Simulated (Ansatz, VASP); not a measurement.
## KCl in VASP and in Ansatz

The input INCAR:

```
SYSTEM = KCl
PREC = Accurate
ENCUT = 520
EDIFF = 1E-6
ISMEAR = 0
SIGMA = 0.01
LREAL = .FALSE.
LASPH = .TRUE.
NELM = 80
ALGO = Normal
ISIF = 2
LWAVE = .FALSE.
LCHARG = .FALSE.
GGA = PE
NBANDS = 15
```

Contents of KPOINTS:

```
regular mesh
0
G
  8 8 8
  0 0 0
```

POSCAR

```
KCl
1.0
    3.7708086025      0.0000000000      0.0000000000
    0.0000000000      3.7708086025      0.0000000000
    0.0000000000      0.0000000000      3.7708086025
K Cl
1 1
Direct
    0.0000000000      0.0000000000      0.0000000000
    0.5000000000      0.5000000000      0.5000000000
```

Input for Ansatz:

```yaml
crystal:
  lattice:
    - [3.7708086025, 0.0, 0.0]
    - [0.0, 3.7708086025, 0.0]
    - [0.0, 0.0, 3.7708086025]
  atoms:
    - { symbol: K, position: [0.0, 0.0, 0.0] }
    - { symbol: Cl, position: [0.5, 0.5, 0.5] }
kpoints:
  mp_grid: { grid: [8, 8, 8] }
  band_path:
    path:
      - [0.0, 0.0, 0.0]
      - [0.0, 0.5, 0.0]
      - [0.5, 0.5, 0.0]
      - [0.5, 0.5, 0.5]
      - [0.0, 0.5, 0.5]
    npoints: 1
hamiltonian:
  xc: pbe
scf:
  occupations: { method: fixed }
  n_extra_bands: 4
output:
  forces: true
  stress: true
  eigenvalues: true
```

Alike in both runs: task single point; functional PBE; k mesh 8 × 8 × 8; no spin polarisation.

```csv
,VASP,Ansatz
version,VASP 6.6.1,Ansatz 0.2.0
potentials or method,"VASP PAW PBE potentials, release 64 (K_sv, Cl)","plane waves, PAW"
plane-wave cutoff (eV),520,420
occupations,"gaussian, width 0.01 eV",fixed
valence electrons in the cell,16,16
```

```csv
,VASP,Ansatz,Ansatz less VASP
gap on the k mesh at the Fermi level (eV),5.03,5.03,+0.002
pressure (GPa),1.1,1.1,-0.02
```

A k mesh can miss the band edges. As with any semilocal functional, this PBE gap is likely too small.
